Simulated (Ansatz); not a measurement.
Write the native input for Ansatz 0.2.0 that does the following.

```
Task                : density of states
Functional          : PBEsol
Potentials or basis : Ansatz PAW
Cutoff              : 420 eV (not typed: the program's choice for these potentials)
k mesh              : 10 × 10 × 6
Occupations         : fermi-dirac, width 0.05 eV
Spin                : no spin polarisation
```

Crystal: Ti2O.

```xyz
3
Lattice="2.9194 0.0000 0.0000 -1.4597 2.5283 0.0000 0.0000 0.0000 4.7130" Properties=species:S:1:pos:R:3 pbc="T T T"
Ti    0.0000    1.6855    3.3993
Ti    1.4597    0.8428    1.3137
O     0.0000    0.0000    0.0000
```

One way to write it, as run:

input.yaml

```yaml
crystal:
  lattice:
    - [2.9194, 0.0, 0.0]
    - [-1.4597, 2.5282745638, 0.0]
    - [0.0, 0.0, 4.713]
  atoms:
    - { symbol: Ti, position: [0.3333333333, 0.6666666667, 0.72126] }
    - { symbol: Ti, position: [0.6666666667, 0.3333333333, 0.27874] }
    - { symbol: O, position: [0.0, 0.0, 0.0] }
hamiltonian:
  xc: pbesol
  pseudopotentials: { kind: paw }
kpoints:
  mp_grid: { grid: [10, 10, 6] }
scf:
  occupations: { method: fermi_dirac, width: 0.05 }
  n_extra_bands: 7
output:
  forces: true
  stress: true
  eigenvalues: true
  dos: { projected: false, de: 0.05, nscf_kmesh: { grid: [15, 15, 9] } }
```

Potentials or basis: Ansatz PAW.

Run with:

```bash
$ ansatz run input.yaml --threads 2 --pin off --max-ram 5632MiB --backend cpu --events-out ev --progress --plain --runs-dir out
```

Results of the run:

The pressure is 4.4 GPa. The largest force is 1.329 eV/Å. The band gap on the k mesh is none (metal or under the smearing width). The density of states at the Fermi level is 0.80 states/eV per cell.

Caveat: the pressure holds a Pulay correction of +0.4 GPa for the finite cutoff; semilocal functionals often make such compounds metallic where correlation or magnetic order opens a gap, which also shifts bond lengths; the PAW data sets come from PBE, with cores solved anew for the run's functional, which leaves a small shift of forces and pressure; forces of over 1 eV/Å show positions far from the minimum, so gaps and moduli don't describe the material at rest.

Wall time 5.2 s on 2 threads of Arm Neoverse N1, on a shared host, peak memory 0.33 GiB.
